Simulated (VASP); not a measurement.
# TeH2 in VASP: further runs

One molecule, TeH2, is run at these levels: PBE; tasks: single point, relaxation of the atoms.

All numbers are computed with VASP 6.6.1; they aren't measurements. Logs are shortened: lines on timing, memory, paths and dates and some standing lists are left out, and cuts for length are marked.

**1. The undisturbed crystal**

The cell holds a molecule in a box, 3 atoms: a = 11.000 Å, b = 11.000 Å, c = 10.000 Å, α = 90.00°, β = 90.00°, γ = 90.00°.

**2. Single point, PBE (atoms moved at random, drawn with an rms of 0.05 Å)**

INCAR

```
  PREC = Accurate
  ENCUT = 520
  EDIFF = 1E-6
  ISMEAR = 0
  SIGMA = 0.01
  LREAL = False
  LASPH = True
  NELM = 60
  ALGO = Normal
  ISIF = 2
  LWAVE = False
  LCHARG = True
  GGA = PE
  LELF = True
  LVHAR = True
  LVACPOTAV = True
```

KPOINTS

```
regular mesh
0
Gamma
  1 1 1
```

POSCAR

```
TeH2
1.0
   11.0000000000      0.0000000000      0.0000000000
    0.0000000000     11.0000000000      0.0000000000
    0.0000000000      0.0000000000     10.0000000000
Te H
1 2
Direct
    0.5609500000      0.4369860000      0.5355410000
    0.5373870000      0.5932070000      0.5480250000
    0.4388800000      0.4136080000      0.4601690000
```

Potentials or basis: VASP PAW PBE potentials, release 64 (Te, H).

Started as:

```console
> cat potpaw_PBE.64/Te/POTCAR potpaw_PBE.64/H/POTCAR > POTCAR
> mpirun -np 1 vasp_gam > vasp.out
```

OUTCAR:

```text
PREC = Accurate
   ENCUT = 520
   EDIFF = 1E-6
   ISMEAR = 0
   LREAL = False
   LASPH = True
   NELM = 60
   ISIF = 2
   GGA = PE

 ion  position               nearest neighbor table
   1  0.561  0.437  0.536-   3 1.56   2 1.74
   2  0.537  0.593  0.548-   1 1.74
   3  0.439  0.414  0.460-   1 1.56

  LATTYP: Found a simple tetragonal cell.
 ALAT       =    11.0000000000
 C/A-ratio  =     0.9090909091

  Lattice vectors:

 A1 = (  11.0000000000,   0.0000000000,   0.0000000000)
 A2 = (   0.0000000000,  11.0000000000,   0.0000000000)
 A3 = (   0.0000000000,   0.0000000000,  10.0000000000)

Analysis of symmetry for initial positions (statically):
=====================================================================
 Subroutine PRICEL returns:
 Original cell was already a primitive cell.

 Routine SETGRP: Setting up the symmetry group for a
 simple tetragonal supercell.

 Subroutine GETGRP returns: Found  1 space group operations
 (whereof  1 operations were pure point group operations)
 out of a pool of 16 trial point group operations.

The static configuration has the point symmetry C_1 .

Analysis of symmetry for dynamics (positions and initial velocities):
=====================================================================
 Subroutine PRICEL returns:
 Original cell was already a primitive cell.

 Routine SETGRP: Setting up the symmetry group for a
 simple tetragonal supercell.

 Subroutine GETGRP returns: Found  1 space group operations
 (whereof  1 operations were pure point group operations)
 out of a pool of 16 trial point group operations.

The dynamic configuration has the point symmetry C_1 .

 Subroutine INISYM returns: Found  1 space group operations
 (whereof  1 operations are pure point group operations),
 and found     1 'primitive' translations

----------------------------------------------------------------------------------------

                                     Primitive cell

  volume of cell :    1210.0000

  direct lattice vectors                    reciprocal lattice vectors
    11.000000000  0.000000000  0.000000000     0.090909091  0.000000000  0.000000000
     0.000000000 11.000000000  0.000000000     0.000000000  0.090909091  0.000000000
     0.000000000  0.000000000 10.000000000     0.000000000  0.000000000  0.100000000

  length of vectors
    11.000000000 11.000000000 10.000000000     0.090909091  0.090909091  0.100000000

  position of ions in fractional coordinates (direct lattice)
     0.560950000  0.436986000  0.535541000
     0.537387000  0.593207000  0.548025000
     0.438880000  0.413608000  0.460169000

  ion indices of the primitive-cell ions
   primitive index   ion index
                 1           1
                 2           2
                 3           3

----------------------------------------------------------------------------------------

 KPOINTS: regular mesh

Automatic generation of k-mesh.
 Grid dimensions read from file:
 generate k-points for:    1    1    1

 Generating k-lattice:

  Cartesian coordinates                     Fractional coordinates (reciprocal lattice)
     0.090909091  0.000000000  0.000000000     1.000000000  0.000000000  0.000000000
     0.000000000  0.090909091  0.000000000     0.000000000  1.000000000  0.000000000
     0.000000000  0.000000000  0.100000000     0.000000000  0.000000000  1.000000000

  Length of vectors
     0.090909091  0.090909091  0.100000000

  Shift w.r.t. Gamma in fractional coordinates (k-lattice)
     0.000000000  0.000000000  0.000000000

 Subroutine IBZKPT returns following result:
 ===========================================

 Found      1 irreducible k-points:

 Following reciprocal coordinates:
            Coordinates               Weight
  0.000000  0.000000  0.000000      1.000000
   k-points           NKPTS =      1   k-points in BZ     NKDIM =      1   number of bands    NBANDS=      8
   number of dos      NEDOS =    301   number of ions     NIONS =      3
   total plane-waves  NPLWV = 564480
   dimension x,y,z NGX =    84 NGY =   84 NGZ =   80
   dimension x,y,z NGXF=   168 NGYF=  168 NGZF=  160
   ions per type =               1   2
   NGX,Y,Z   is equivalent  to a cutoff of  12.70, 12.70, 13.30 a.u.
   NGXF,Y,Z  is equivalent  to a cutoff of  25.39, 25.39, 26.60 a.u.
 SYSTEM =  unknown system
   PREC   = accura    normal or accurate (medium, high low for compatibility)
   ISTART =      0    job   : 0-new  1-cont  2-samecut
   ICHARG =      2    charge: 1-file 2-atom 10-const
   ISPIN  =      1    spin polarized calculation?
   LNONCOLLINEAR =      F non collinear calculations
   LSORBIT =      F    spin-orbit coupling
   LASPH  =      T    aspherical Exc in radial PAW
   ENCUT  =  520.0 eV  38.22 Ry    6.18 a.u.  20.45 20.45 18.59*2*pi/ulx,y,z
   NELM   =     60;   NELMIN=  2; NELMDL= -5     # of ELM steps
   EDIFF  = 0.1E-05   stopping-criterion for ELM
   LREAL  =      F    real-space projection
   EDIFFG = 0.1E-04   stopping-criterion for IOM
   NSW    =      0    number of steps for IOM
   IBRION =     -1    ionic relax: 0-MD 1-quasi-New 2-CG
   NFREE  =      0    steps in history (QN), initial steepest desc. (CG)
   ISIF   =      2    stress and relaxation
   ISYM   =      2    0-nonsym 1-usesym 2-fastsym
   POTIM  = 0.5000    time-step for ionic-motion
   TEBEG  =    0.0;   TEEND  =   0.0 temperature during run
   PSTRESS=    0.0 pullay stress
   NELECT =       8.0000    total number of electrons
   NUPDOWN=      -1.0000    fix difference up-down
   EMIN   =  10.00;   EMAX   =-10.00  energy-range for DOS
   EFERMI =   0.00;   METHOD = LEGACY
   ISMEAR =     0;   SIGMA  =   0.01  broadening in eV -4-tet -1-fermi 0-gaus
   EFERMI_NEDOS =   21; number of points for ismear=-14 and -15
   IALGO  =     38    algorithm
   IMIX   =      4    mixing-type and parameters
     AMIX     =   0.40;   BMIX     =  1.00
     AMIX_MAG =   1.60;   BMIX_MAG =  1.00
  volume/ion in A,a.u.               =     403.33      2721.83
  Fermi-wavevector in a.u.,A,eV,Ry     =   0.307263  0.580642  1.284530  0.094410
  Thomas-Fermi vector in A             =   1.181976
   LORBIT       =      0    0 simple, 1 ext, 2 COOP (PROOUT), +10 PAW based schemes
   GGA     = PE    functional components
   LHFCALC =     F    Hartree Fock is set to
   AEXX    =    0.0000 exact exchange contribution
   IVDW    =     0    specifies the selected vdW correction
   LEPSILON=     F    determine dielectric tensor
   LRPA    =     F    only Hartree local field effects (RPA)
 non-spin polarized calculation
 Gauss-broadening in eV      SIGMA  =   0.01
  energy-cutoff  :      520.00
  volume of cell :     1210.00
 maximum number of plane-waves:     16339
 NGX is ok and might be reduce to    84
   NGX = 41   NGY = 41   NGZ = 37

 number of electron       8.0000000 magnetization

 Free energy of the ion-electron system (eV)
  ---------------------------------------------------
  ext. energy  EPLUGINS =         0.00000000
  ---------------------------------------------------
  free energy    TOTEN  =        -8.94310277 eV

  energy without entropy =       -8.94310277  energy(sigma->0) =       -8.94310277

 E-fermi :  -5.1440     XC(G=0):  -0.8658

 val. band max:       -5.2411254079   @ k =   0.0000   0.0000   0.0000
 cond. band min:      -1.4400941907   @ k =   0.0000   0.0000   0.0000
 fundamental gap:      3.8010312172
 Fermi energy:        -5.1439927729

 k-point     1 :       0.0000    0.0000    0.0000
  band No.  band energies     occupation
      1     -15.8693      2.00000
      2      -9.4297      2.00000
      3      -7.8602      2.00000
      4      -5.2411      2.00000
      5      -1.4401      0.00000
      6      -0.7287      0.00000
      7       0.2975      0.00000
      8       0.8944      0.00000

------------------------ aborting loop because EDIFF is reached ----------------------------------------

  FORCE on cell =-STRESS in cart. coord.  units (eV):
  Direction    XX          YY          ZZ          XY          YZ          ZX
  --------------------------------------------------------------------------------------
  -------------------------------------------------------------------------------------
  Total        2.7619556     -1.6003128      0.8289602      0.5367484      0.0455682      1.5662677
  in kB        3.6571427     -2.1189958      1.0976373      0.7107158      0.0603375      2.0739162
  external PRESSURE =       0.8785948 kB  Pullay stress =       0.0000000 kB

 VOLUME and BASIS-vectors are now :
 -----------------------------------------------------------------------------
  energy-cutoff  :      520.00
  volume of cell :     1210.00
      direct lattice vectors                 reciprocal lattice vectors
    11.000000000  0.000000000  0.000000000     0.090909091  0.000000000  0.000000000
     0.000000000 11.000000000  0.000000000     0.000000000  0.090909091  0.000000000
     0.000000000  0.000000000 10.000000000     0.000000000  0.000000000  0.100000000

 POSITION                                       TOTAL-FORCE (eV/Angst)
 -----------------------------------------------------------------------------------
      6.17045      4.80685      5.35541         2.072018      1.166099      1.281985
      5.91126      6.52528      5.48025         0.001909     -0.949972     -0.143585
      4.82768      4.54969      4.60169        -2.073927     -0.216127     -1.138400
 -----------------------------------------------------------------------------------
    total drift:                                0.000141     -0.000083      0.000138

  FREE ENERGIE OF THE ION-ELECTRON SYSTEM (eV)
  ---------------------------------------------------
  free  energy   TOTEN  =        -8.9431027742 eV

  energy  without entropy=       -8.9431027742  energy(sigma->0) =       -8.94310277
```

Wall time 87 s (1 thread of Intel Xeon Platinum 8559C (Emerald Rapids), shared host); peak memory 0.89 GiB.

What came out:

* Free energy: -8.9431 eV
* Largest force: 2.701 eV/Å
* Gap between the frontier levels: 3.80 eV

Forces in eV/Å, atoms in the order of the input:
```
Te   2.072  1.166  1.282
H    0.002 -0.950 -0.144
H   -2.074 -0.216 -1.138
```

Caveat: spin-orbit coupling is left out, which moves the levels of the heavy elements.

**3. Relaxation of the atoms, PBE (atoms moved at random, drawn with an rms of 0.02 Å)**

INCAR

```
SYSTEM = TeH2
ALGO = Normal
EDIFF = 1E-7
EDIFFG = -0.01
ENCUT = 520
GGA = PE
IBRION = 2
ISIF = 2
ISMEAR = 0
LASPH = .TRUE.
LCHARG = .FALSE.
LREAL = .FALSE.
LWAVE = .FALSE.
NELM = 80
NSW = 60
PREC = Accurate
SIGMA = 0.01
```

KPOINTS

```
k-points
0
G
  1 1 1
  0 0 0
```

POSCAR

```
TeH2
1.0
   11.0000000000      0.0000000000      0.0000000000
    0.0000000000     11.0000000000      0.0000000000
    0.0000000000      0.0000000000     10.0000000000
Te H
1 2
Direct
    0.5651610000      0.4410540000      0.5455740000
    0.5366200000      0.5891340000      0.5427020000
    0.4365200000      0.4137970000      0.4631310000
```

Potentials or basis: VASP PAW PBE potentials, release 64 (Te, H).

Started as:

```console
> cat potpaw_PBE.64/Te/POTCAR potpaw_PBE.64/H/POTCAR > POTCAR
> mpirun -np 1 vasp_gam > vasp.out
```

It took 4.3 min on 1 thread of Intel Xeon Platinum 8559C (Emerald Rapids), shared host; peak memory 1.1 GiB.

It converged, with:

```yaml
Free_energy: -9.1108 eV
Energy_gained_by_relaxing: 1.1 meV/atom
Ionic_steps: 6
Largest_force_after_relaxing: 0.007 eV/Å
Gap_between_the_frontier_levels: 3.86 eV
```

Forces on the atoms (eV/Å):
```
Te  -0.004  0.002 -0.001
H   -0.001 -0.006 -0.001
H    0.006  0.004  0.002
```

Step by step:
| step | energy change (eV) | largest force (eV/Å) | pressure (GPa) |
| --- | --- | --- | --- |
| 1 | 0.0000 | 0.3538 | 0.03 |
| 2 | -0.0020 | 0.2059 | -0.02 |
| 3 | -0.0033 | 0.0113 | 0.00 |
| 4 | -0.0033 | 0.0142 | 0.00 |
| 5 | -0.0033 | 0.0122 | 0.00 |
| 6 | -0.0033 | 0.0070 | 0.00 |

Final structure:
```yaml
crystal:
  lattice:
    - [11.00000, 0.00000, 0.00000]
    - [0.00000, 11.00000, 0.00000]
    - [0.00000, 0.00000, 10.00000]
  atoms:
    - { symbol: Te, position: [0.56584, 0.44030, 0.54595] }
    - { symbol: H, position: [0.53629, 0.58971, 0.54256] }
    - { symbol: H, position: [0.43617, 0.41397, 0.46289] }
```

Levels at points of the mesh, in eV from the valence-band top:
```csv
k point,band 2,band 3,band 4,band 5,band 6,band 7
"(0.00, 0.00, 0.00)",-3.97,-2.76,0.00,3.86,4.27,5.54
```

Caveat: spin-orbit coupling is left out, which moves the levels of the heavy elements.

**4. The reference run**

An earlier run on the cell as given: functional PBE; potentials or basis VASP PAW PBE potentials, release 64 (Te, H); cutoff 520 eV; k mesh 1 × 1 × 1; occupations gaussian, width 0.01 eV; no spin polarisation.

- Largest force: 0.496 eV/Å
- Gap between the frontier levels: 3.96 eV

**5. The runs side by side**

```tsv
task	cell	gap on the mesh (eV)	largest force (eV/Å)
single point	atoms moved at random, drawn with an rms of 0.05 Å	3.80	2.70
relaxation of the atoms	atoms relaxed from: atoms moved at random, drawn with an rms of 0.02 Å	3.86	0.01
single point	as given	3.96	0.50
```

Alike in all rows: level PBE; potentials or basis VASP PAW PBE potentials, release 64 (Te, H); no spin polarisation; k mesh 1 × 1 × 1; cutoff (eV) 520; smearing gaussian 0.01 eV.

Caveats: spin-orbit coupling is left out, which moves the levels of the heavy elements.

Total energies depend on the potentials used, so only differences within one code and one set of settings carry meaning.
